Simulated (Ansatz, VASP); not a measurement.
Nb: VASP beside Ansatz

The input INCAR:

```
SYSTEM = Nb
ALGO = Fast
EDIFF = 1E-6
ENCUT = 520
GGA = PE
ISIF = 2
ISMEAR = 0
LASPH = .True.
LCHARG = .False.
LREAL = .False.
LWAVE = .False.
NBANDS = 12
NELM = 60
PREC = Accurate
SIGMA = 0.15
```

Contents of KPOINTS:

```
k-points
0
Gamma
  22 22 22
  0 0 0
```

File POSCAR:

```
Nb
1.0
   -1.6639500000      1.6639500000      1.6639500000
    1.6639500000     -1.6639500000      1.6639500000
    1.6639500000      1.6639500000     -1.6639500000
Nb
1
Direct
    0.0000000000      0.0000000000      0.0000000000
```

Input for Ansatz:

```yaml
crystal:
  lattice:
    - [-1.66395, 1.66395, 1.66395]
    - [1.66395, -1.66395, 1.66395]
    - [1.66395, 1.66395, -1.66395]
  atoms:
    - { symbol: Nb, position: [0.0, 0.0, 0.0] }
basis:
  ecutwfc: 420
kpoints:
  mp_grid: { grid: [22, 22, 22] }
hamiltonian:
  xc: pbe
scf:
  occupations: { method: gaussian, width: 0.15 }
output:
  forces: true
  stress: true
  eigenvalues: true
```

Alike in both runs: task single point; functional PBE; k mesh 22 × 22 × 22; occupations gaussian, width 0.15 eV; no spin polarisation.

|  | VASP | Ansatz |
| --- | --- | --- |
| version | VASP 6.6.1 | Ansatz 0.2.0 |
| potentials or method | VASP PAW PBE potentials, release 64 (Nb_sv) | scalar-relativistic, plane waves, PAW |
| plane-wave cutoff (eV) | 520 | 420 |
| valence electrons in the cell | 13 | 13 |

```tsv
	VASP	Ansatz	Ansatz less VASP
gap on the k mesh at the Fermi level (eV)	none	none	-
pressure (GPa)	-2.9	-2.6	+0.34
```

A gap of «none» marks a metal or a gap that the smearing closes.
